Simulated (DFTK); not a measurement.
The system is MgO.

```xyz
2
Lattice="2.9656 0.0000 0.0000 1.4828 2.5683 0.0000 1.4828 0.8561 2.4214" Properties=species:S:1:pos:R:3 pbc="T T T"
Mg    0.0000    0.0000    0.0000
O     2.9656    1.7122    1.2107
```

The cell is a database's computed one.

Base run:

| Quantity | Value |
| --- | --- |
| Program | DFTK 0.8.2 |
| Functional | PBEsol |
| Potentials or basis | SG15 1.2 (PBE) |
| Cutoff | 1225 eV |
| k mesh | 11 × 11 × 11 |
| Occupations | fermi-dirac, width 0.05 eV |
| Spin | no spin polarisation |

Its results: band gap on the k mesh 4.74 eV, direct.

The run is repeated on the same cell with these changes: functional from PBEsol to HSE06; k mesh from 11 × 11 × 11 to 3 × 3 × 3. What comes out?

Band gap on the k mesh 6.69 eV, direct.

Several settings changed at once, so the effect can't be laid on one alone.

Caveats: some runs use coarse meshes; this program's HSE differs a little from the usual definition (some runs).
